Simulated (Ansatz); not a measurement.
## LAPW volumes and bulk moduli in simple lattices

All-electron LAPW (Ansatz 0.2.0), scalar-relativistic, no spin, Fermi–Dirac smearing 0.136 eV, k-meshes of 8 to 18 points an axis; Birch–Murnaghan fits to pressures. Some or most of these lattices are hypothetical for the element, and V0 is the minimum nearest the starting volume; lattices without a usable fit are left out; mesh and smearing are coarse, and magnetic elements are treated as non-magnetic.

| element | lattice | functional | V0 (Å³/atom) | B0 (GPa) | B′ | k-points per axis |
| --- | --- | --- | --- | --- | --- | --- |
| K | bcc | LDA | 64.32 | 4.4 | 3.8 | 9 |
| K | bcc | PBEsol | 71.21 | 3.6 | 3.8 | 9 |
| K | diamond | LDA | 96.07 | 1.5 | 3.2 | 8 |
| K | fcc | LDA | 64.55 | 4.4 | 3.8 | 9 |
| K | fcc | PBE | 74.37 | 3.5 | 3.8 | 9 |
| K | fcc | PBEsol | 71.47 | 3.6 | 3.7 | 9 |
| K | sc | PBE | 79.69 | 2.7 | 3.8 | 8 |
| K | sc | PBEsol | 76.30 | 2.8 | 3.7 | 8 |

(1) Give V0 and B0 for sc K in LDA.

(2) Give V0 and B0 for bcc K in PBE.

## Answers

(1) 69.06 Å³/atom and 3.4 GPa.

(2) 74.09 Å³/atom and 3.5 GPa.
